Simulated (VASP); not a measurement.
# TiPt₃: electric field gradients, 5 variants

TiPt₃, Pm-3m (no. 221), 4 atoms in the cell. PBE, electric field gradients; PAW potentials Pt, Ti_sv (PBE set).

| Cell | Vzz of the first element (V/Å²) | Vzz of the second element (V/Å²) | Time (s) |
|---|---|---|---|
| as given | -67.70 | 0.00 | 16 |
| last atom moved along z (Å) = 0.01 | -67.71 | 0.01 | 28 |
| last atom moved along z (Å) = 0.02 | -67.76 | 0.03 | 28 |
| last atom moved along z (Å) = 0.05 | -68.09 | 0.16 | 27 |
| last atom moved along z (Å) = 0.1 | -69.28 | 0.64 | 26 |

## Input of the first row

INCAR:
```
  GGA = PE
  PREC = Accurate
  ENCUT = 450
  EDIFF = 1E-7
  LREAL = False
  LASPH = True
  ALGO = Normal
  NELM = 120
  LWAVE = False
  LCHARG = False
  ISMEAR = 1
  SIGMA = 0.1
  KPAR = 4
  LEFG = True
  QUAD_EFG = 0 302
```

KPOINTS:
```
k-points
0
Gamma
  9 9 9
```

POSCAR:
```
TiPt3
1.0
    3.8970000000      0.0000000000      0.0000000000
    0.0000000000      3.8970000000      0.0000000000
    0.0000000000      0.0000000000      3.8970000000
Pt Ti
3 1
Direct
    0.5000000000      0.5000000000      0.0000000000
    0.5000000000      0.0000000000      0.5000000000
    0.0000000000      0.5000000000      0.5000000000
    0.0000000000      0.0000000000      0.0000000000
```

Commands:
```
cat potpaw_PBE.64/Pt/POTCAR potpaw_PBE.64/Ti_sv/POTCAR > POTCAR
mpirun -np 4 vasp_std > vasp.out
```

VASP 6.6.1 took 16 s on 4 cores (Intel Xeon Platinum 8488C (Sapphire Rapids)), a shared host.
